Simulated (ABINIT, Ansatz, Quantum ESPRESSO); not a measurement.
**Ge and the pressure, program beside program**

The cell as given:

Symmetry: Fd-3m, No. 227, cubic system. Conventional cell: a = 5.658 Å, b = 5.658 Å, c = 5.658 Å, α = 90.00°, β = 90.00°, γ = 90.00°. Ge (site symmetry -43m) has 4 Ge at 2.45 Å as nearest neighbours.

Kept alike: task relaxation of cell and atoms; functional PBE; k mesh 8 × 8 × 8; occupations fermi-dirac, width 0.05 eV; no spin polarisation. The mesh is that of the run's cell of 2 atoms. No spin-orbit coupling.

- A: ABINIT, JTH PAW PBE v2.0, cutoff 599 eV
- B: Ansatz, Ansatz PAW, cutoff 420 eV
- C: Quantum ESPRESSO, SSSP 1.3 efficiency PBE, cutoff 857 eV

| pressure (GPa) | A: volume (Å³/atom) | B: volume (Å³/atom) | C: volume (Å³/atom) |
| --- | --- | --- | --- |
| 0 | 23.957 | 23.908 | 23.879 |
| 5 | 22.280 | 22.238 | 22.207 |
| 10 | 21.121 | 21.074 | 21.047 |
| 20 | 19.468 | 19.434 | 19.415 |

Values hold for each row's relaxed cell, which stops near the pressure aimed at. Ansatz's stress holds its Pulay term. The runs follow the start's structure, whether or not it is the stable one at these pressures.

Question: How large is the effect of the pressure, and do the programs agree on it?

Answer: From 0 to 20 GPa the volume moves by -4.489 in A, -4.474 in B, -4.464 in C (Å³/atom). Row by row the programs differ by 0.053 to 0.078, and over this span the shifts, as printed, agree within 1 %.
